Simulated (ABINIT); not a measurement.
Runs of ABINIT 10.8.3 (patched build) on CoO. Symmetry: Fm-3m, No. 225, cubic system. Conventional cell: a = 4.263 Å, b = 4.263 Å, c = 4.263 Å, α = 90.00°, β = 90.00°, γ = 90.00°. Co (site symmetry m-3m) is surrounded by 6 O at 2.13 Å. O (site symmetry m-3m) is surrounded by 6 Co at 2.13 Å. 

| level | potentials or basis | cutoff (eV) | fine-grid cutoff | gap on the mesh (eV) | pressure (GPa) | moment (μB) |
| --- | --- | --- | --- | --- | --- | --- |
| r2SCAN | Ansatz PAW PBE default generated set, frozen core | 517 | 1034.03 eV | none | (b) | 3.00 |
| PBEsol | PseudoDojo NC SR PBEsol v0.4.1 standard | 1306 | - | none | -11.1 | (a) |
| r2SCAN | SG15 NC PBE v1.2 | 1361 | - | none | -7.3 | 3.00 |
| r2SCAN | JTH PAW PBE v2.0 | 844 | 1442.2 eV | none | -7.5 | 3.00 |

Alike in all rows: task single point; spin collinear, ferromagnetic start; cell as given; k mesh 11 × 11 × 11; smearing fermi-dirac 0.05 eV.

Task: Estimate the missing entries.

Result: (a) 2.98; (b) -7.4.

Caveats: a cell with one magnetic atom can't hold antiferromagnetic order, which such compounds often take; semilocal functionals often make such compounds metallic where correlation or magnetic order opens a gap, which also shifts bond lengths; the PAW data sets were made with another functional, which shifts forces and pressure a little (some runs); the atomic spheres overlap (some runs); the potentials were made for another functional, which shifts forces and pressure (some runs).

A gap of «none» marks a metal or a gap under the smearing width.

Runs at the PBE level aren't shown here.
